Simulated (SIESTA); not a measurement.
# TaN in SIESTA: convergence with basis size

The system is TaN.

```xyz
2
Lattice="2.9380 0.0000 0.0000 -1.4690 2.5444 0.0000 0.0000 0.0000 2.8830" Properties=species:S:1:pos:R:3 pbc="T T T"
Ta    0.0214    0.0212    1.3933
N     1.4195    0.8621    0.0169
```

The cell isn't the ideal one: atoms moved at random, drawn with an rms of 0.05 Å.

```yaml
Program: SIESTA 5.4.2
Task: single point
Functional: LDA
Potentials_or_basis: PseudoDojo 0.4 standard (LDA files)
Basis: SZ (energy shift 0.002 Ry)
Grid_cutoff: 800 Ry
Energy_shift: 0.002 Ry
k_mesh: 8 × 8 × 7
Occupations: fermi-dirac, width 0.05 eV
Spin: no spin polarisation
```

These are the settings of the first run; the series varies basis size, with any setting tied to it.

Hardware: 1 thread of Arm Neoverse V1, on a shared host.

| basis size | energy less the tightest run, at zero smearing (meV/atom) | pressure (GPa) | largest force (eV/Å) | SCF cycles | CPU time (s) | peak memory (GiB) |
| --- | --- | --- | --- | --- | --- | --- |
| SZ | 930.97 | -11.79 | 1.370 | 9 | 18 | 0.22 |
| SZP | 220.85 | -5.49 | 1.367 | 9 | 45 | 0.27 |
| DZ | 178.39 | -4.74 | 1.457 | 9 | 29 | 0.24 |
| DZP | 90.68 | -6.31 | 1.360 | 10 | 66 | 0.29 |
| DZDP | 57.00 | -7.57 | 1.359 | 10 | 100 | 0.33 |
| TZP | 30.29 | -8.49 | 1.334 | 10 | 100 | 0.33 |
| TZDP | 10.30 | -8.82 | 1.340 | 10 | 140 | 0.37 |
| TZTP | 0.00 | -9.14 | 1.329 | 10 | 200 | 0.41 |

Not settled before the last step: the energy (to 1 meV/atom), the pressure (to 0.1 GPa), the largest force (to 0.005 eV/Å). The tightest run that finished is the yardstick and may itself not be fully converged.

Caveat, for the tightest run too: semicore shells carry a single zeta, which can move pressures by several GPa and volumes by a few percent; the basis of atomic orbitals isn't converged, which shifts pressures, moduli and gaps. The run has no spin-orbit coupling, so splittings on Ta are missing.
